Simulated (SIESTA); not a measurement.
MgS:

```xyz
2
Lattice="0.0000 2.8331 2.8331 2.8331 0.0000 2.8331 2.8331 2.8331 0.0000" Properties=species:S:1:pos:R:3 pbc="T T T"
S     1.4166    1.4166    1.4166
Mg    0.0000    0.0000    0.0000
```

The cell comes from a database or a generator and needn't be the stable form of this composition.

Base run:

```yaml
Program: SIESTA 5.4.2
Functional: PBEsol
Potentials_or_basis: PseudoDojo 0.4 standard (PBEsol files)
Basis: DZP (energy shift 0.003 Ry; two zetas on semicore shells)
Grid_cutoff: 800 Ry
Energy_shift: 0.003 Ry
k_mesh: 8 × 8 × 8
Occupations: fermi-dirac, width 0.05 eV
Spin: no spin polarisation
```

Its results: band gap on the k mesh 3.27 eV, direct; pressure 1.2 GPa.

Task: The run is repeated on the same cell with these changes: functional from PBEsol to LDA; potentials or basis from PseudoDojo 0.4 standard (PBEsol files) to PseudoDojo 0.4 standard (LDA files). What comes out?

Result: Band gap on the k mesh 3.19 eV, direct; pressure -0.3 GPa.

Caveats: the basis of atomic orbitals isn't converged, which shifts pressures, moduli and gaps; the basis holds too few empty states to meet the f-sum rule, so the spectrum is short of weight at high energy (some runs).

Not every run made on this cell is shown here.
